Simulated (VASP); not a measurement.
Wanted: the native input for a VASP 6.6.1 run.

| Item | Value |
| --- | --- |
| Task | band structure |
| Functional | AM05 |
| Potentials or basis | VASP PAW PBE potentials, release 64 (Al, O) |
| Cutoff | 520 eV |
| k mesh | 5 × 3 × 7 |
| Occupations | fermi-dirac, width 0.05 eV |
| Spin | no spin polarisation |
| Further INCAR settings | ALGO = Normal; EDIFF = 1e-07; NBANDS = 35 |

The structure of Al2O3 lies in POSCAR:

```
Al2O3
1.0
    4.6137770000      0.0000000000      0.0000000000
    0.0000000000      9.5632790000      0.0000000000
    0.0000000000      0.0000000000      3.1198620000
Al O
4 6
Direct
    0.9829750000      0.8245730000      0.0000000000
    0.0170250000      0.1754270000      0.0000000000
    0.4829750000      0.6754270000      0.5000000000
    0.5170250000      0.3245730000      0.5000000000
    0.5000000000      0.5000000000      0.5000000000
    0.1236350000      0.7530500000      0.5000000000
    0.3763650000      0.2530500000      0.0000000000
    0.6236350000      0.7469500000      0.0000000000
    0.0000000000      0.0000000000      0.0000000000
    0.8763650000      0.2469500000      0.5000000000
```

Measurements of this composition are mostly on another form, of space group No. 167.

The input as run:

INCAR

```
SYSTEM = Al2O3
PREC     = Accurate       ! precision mode
ENCUT    = 520            ! plane-wave cutoff, eV
EDIFF    = 1E-7           ! SCF threshold, eV
ISMEAR   = -1             ! smearing method
SIGMA    = 0.05           ! smearing width, eV
LREAL    = .False.        ! projectors in reciprocal space
LASPH    = .True.         ! aspherical terms in the spheres
NELM     = 100            ! most SCF steps
ALGO     = Normal         ! electronic algorithm
ISIF     = 2              ! what is computed and relaxed
LWAVE    = .False.        ! write WAVECAR
LCHARG   = .False.        ! write CHGCAR
GGA      = AM             ! functional
NBANDS   = 35             ! bands
```

KPOINTS

```
regular mesh
0
Gamma
  5 3 7
  0 0 0
```

KPOINTS_OPT

```
path GXSYGZURTZ,YT,UX,SR
15
line-mode
reciprocal
 0.0000000000  0.0000000000  0.0000000000  G
 0.0000000000  0.0000000000  0.5000000000  X

 0.0000000000  0.0000000000  0.5000000000  X
 0.5000000000  0.0000000000  0.5000000000  S

 0.5000000000  0.0000000000  0.5000000000  S
 0.5000000000  0.0000000000  0.0000000000  Y

 0.5000000000  0.0000000000  0.0000000000  Y
 0.0000000000  0.0000000000  0.0000000000  G

 0.0000000000  0.0000000000  0.0000000000  G
 0.0000000000  0.5000000000  0.0000000000  Z

 0.0000000000  0.5000000000  0.0000000000  Z
 0.0000000000  0.5000000000  0.5000000000  U

 0.0000000000  0.5000000000  0.5000000000  U
 0.5000000000  0.5000000000  0.5000000000  R

 0.5000000000  0.5000000000  0.5000000000  R
 0.5000000000  0.5000000000  0.0000000000  T

 0.5000000000  0.5000000000  0.0000000000  T
 0.0000000000  0.5000000000  0.0000000000  Z

 0.5000000000  0.0000000000  0.0000000000  Y
 0.5000000000  0.5000000000  0.0000000000  T

 0.0000000000  0.5000000000  0.5000000000  U
 0.0000000000  0.0000000000  0.5000000000  X

 0.5000000000  0.0000000000  0.5000000000  S
 0.5000000000  0.5000000000  0.5000000000  R
```

Potentials or basis: VASP PAW PBE potentials, release 64 (Al, O).

Command:

```sh
$ cat potpaw_PBE.64/Al/POTCAR potpaw_PBE.64/O/POTCAR > POTCAR
$ mpirun -np 1 vasp_std > vasp.out
```

It gave:

| Property | Result |
| --- | --- |
| Pressure | -2.0 GPa |
| Largest force | 0.176 eV/Å |
| Band gap on the k mesh | 3.57 eV, direct |
| Band gap along the path | 3.57 eV, direct |

Caveat: the PAW data sets were made with another functional, which shifts forces and pressure a little.

Wall time 6.5 min on 1 thread of AMD EPYC 9R45 (Zen 5), with other jobs on the host, peak memory 0.28 GiB.
